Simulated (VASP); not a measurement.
Write the native input for VASP 6.6.1 that does the following.

```yaml
Task: relaxation of cell and atoms
Functional: PBE
Dispersion: D3(BJ)
Potentials_or_basis: VASP PAW PBE potentials, release 64 (Pt, Se)
Cutoff: 520 eV
k_mesh: 3 × 3 × 2
Occupations: gaussian, width 0.02 eV
Spin: no spin polarisation
Further_INCAR_settings: ALGO = Normal; EDIFF = 1e-07; IBRION = 2; EDIFFG = -0.002; NSW = 80; ISIF = 3
```

The structure of PtSe2 lies in POSCAR:

```
PtSe2
1.0
    3.7240000000      0.0000000000      0.0000000000
   -1.8620000000      3.2250786000      0.0000000000
    0.0000000000      0.0000000000      5.0620000000
Pt Se
1 2
Direct
    0.0000000000      0.0000000000      0.0000000000
    0.3333333300      0.6666666700      0.2500000000
    0.6666666700      0.3333333300      0.7500000000
```

These files were run (other wordings do the same):

INCAR

```
SYSTEM = PtSe2
ALGO = Normal ; EDIFF = 1E-7
EDIFFG = -0.002 ; ENCUT = 520
GGA = PE ; IBRION = 2
ISIF = 3 ; ISMEAR = 0
IVDW = 12 ; LASPH = .True.
LCHARG = .False. ; LREAL = .False.
LWAVE = .False. ; NELM = 60
NSW = 80 ; PREC = Accurate
SIGMA = 0.02
```

KPOINTS

```
k-points
0
Gamma
  3 3 2
  0 0 0
```

Potentials or basis: VASP PAW PBE potentials, release 64 (Pt, Se).

Launch:

```console
$ cat potpaw_PBE.64/Pt/POTCAR potpaw_PBE.64/Se/POTCAR > POTCAR
$ mpirun -np 1 vasp_std > vasp.out
```

It gave:

| Item | Value |
| --- | --- |
| Relaxed volume | 20.32 Å³/atom |
| Relaxed cell | a = 3.758 Å, b = 3.758 Å, c = 4.983 Å, α = 90.00°, β = 90.00°, γ = 120.00° |
| Space group after relaxing (to 0.05 Å) | P-3m1 (No. 164) |
| Energy gained by relaxing | 8.2 meV/atom |
| Ionic steps | 18 |
| Pressure after relaxing | 0.0 GPa |
| Band gap on the k mesh | none (metal or under the smearing width) |
| Dispersion energy per atom | -0.477 eV |

Caveat: the k mesh is coarse (spacing up to 0.65 Å⁻¹), so the values aren't converged; pairwise dispersion overbinds metals, which lowers pressure and volume.

Wall time 75 s on 1 thread of AMD EPYC 7R13 Processor (Zen 3), on a shared host, peak memory 0.16 GiB.
